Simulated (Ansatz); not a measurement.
Space group I4/mcm (No. 140). a = 6.137 Å, b = 6.137 Å, c = 5.040 Å, α = 90.00°, β = 90.00°, γ = 90.00°
```csv
atom,site,symmetry,x,y,z
Ta,8h,m.2m,0.3369,0.1631,0.5000
Si,4a,422,0.0000,0.0000,0.2500
```

Equation of state of this Ta2Si structure (not necessarily the ground state), with shape and atoms relaxed at each volume where symmetry leaves them free. It has no gap at any of these volumes. Method: Ansatz, DFT PBEsol, scalar-relativistic, plane waves, PAW.

Plane waves to 420 eV, a k mesh through Γ of 10×10×10 on the computed 6-atom cell and Gaussian smearing (0.10 eV); no spin polarisation.

```tsv
V (Å³/atom)	E − E(largest V) (meV/atom)	P (GPa)
13.918	103.91	37.42
14.393	10.62	25.88
14.867	-50.94	15.94
15.342	-85.14	7.36
15.816	-95.74	-0.01
16.291	-86.03	-6.35
16.765	-58.92	-11.78
17.398	0.00	-17.82
```

Problem. Fit a third-order Birch–Murnaghan equation to E(V).

Solution. V0 = 15.82 Å³/atom, B0 = 227 GPa, B0' = 4.0.

Spin-orbit coupling is left out, which matters for the bands of heavy elements.